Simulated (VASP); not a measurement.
The system is GaN.

```xyz
4
Lattice="3.1800 0.0000 0.0000 -1.5900 2.7540 0.0000 0.0000 0.0000 5.1660" Properties=species:S:1:pos:R:3 pbc="T T T"
Ga    1.5900    0.9180    2.5830
Ga    0.0000    1.8360    0.0000
N     1.5900    0.9180    4.5203
N     0.0000    1.8360    1.9373
```

- Program: VASP 6.6.1
- Task: relaxation of cell and atoms
- Functional: PBE
- Dispersion: rVV10
- Potentials or basis: VASP PAW PBE potentials, release 64 (Ga_d, N)
- Cutoff: 600 eV
- k mesh: 10 × 10 × 5
- Occupations: fermi-dirac, width 0.05 eV
- Spin: no spin polarisation

At the start: pressure 5.4 GPa; volume 11.31 Å³/atom.

**Question.** How do energy, volume and symmetry change on relaxing?

**Answer.** Over 3 steps the energy falls by 5.9 meV/atom and the volume is 11.65 Å³/atom (+3.0 %); space group P6_3mc (No. 186, to 0.05 Å).

The path:
```
step  energy change (eV)  largest force (eV/Å)  pressure (GPa)  volume (Å³)
   1              0.0000                0.1327            5.44        45.24
   2             -0.0059                0.0733           -4.27        47.80
   3             -0.0237                0.0081           -0.02        46.58
```

Final structure:
```yaml
crystal:
  lattice:
    - [3.20685, 0.00000, 0.00000]
    - [-1.60342, 2.77721, 0.00000]
    - [0.00000, 0.00000, 5.23031]
  atoms:
    - { symbol: Ga, position: [0.66667, 0.33333, 0.49933] }
    - { symbol: Ga, position: [0.33333, 0.66667, 0.99933] }
    - { symbol: N, position: [0.66667, 0.33333, 0.87567] }
    - { symbol: N, position: [0.33333, 0.66667, 0.37567] }
```
